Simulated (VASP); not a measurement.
Here is a VASP 6.6.1 calculation.

Contents of INCAR:

```
SYSTEM = BP
PREC = Accurate ; ENCUT = 520
EDIFF = 1E-6 ; ISMEAR = 0
SIGMA = 0.03 ; LREAL = .False.
LASPH = .True. ; NELM = 100
ALGO = Fast ; ISIF = 2
LWAVE = .False. ; LCHARG = .False.
LDIPOL = .True. ; IDIPOL = 3
DIPOL = 0.5 0.5 0.500 ; GGA = PS
IVDW = 13 ; NBANDS = 11
```

File KPOINTS:

```
regular mesh
0
Gamma
  12 12 1
  0 0 0
```

File POSCAR:

```
BP
1.0
    3.2000000000      0.0000000000      0.0000000000
   -1.6000000000      2.7712812921      0.0000000000
    0.0000000000      0.0000000000     14.0000000000
B P
1 1
Direct
    0.3333330000      0.6666670000      0.5000000000
    0.6666670000      0.3333330000      0.5000000000
```

Potentials or basis: VASP PAW PBE potentials, release 64 (B, P).

Command:

```bash
$ cat potpaw_PBE.64/B/POTCAR potpaw_PBE.64/P/POTCAR > POTCAR
$ mpirun -np 1 vasp_std > vasp.out
```

Estimate the dispersion energy per atom.

-0.070 eV.

Estimate the band gap on the k mesh.

0.87 eV, direct.

 Expect the measured gap to be larger: semilocal functionals such as PBEsol lack the derivative discontinuity.
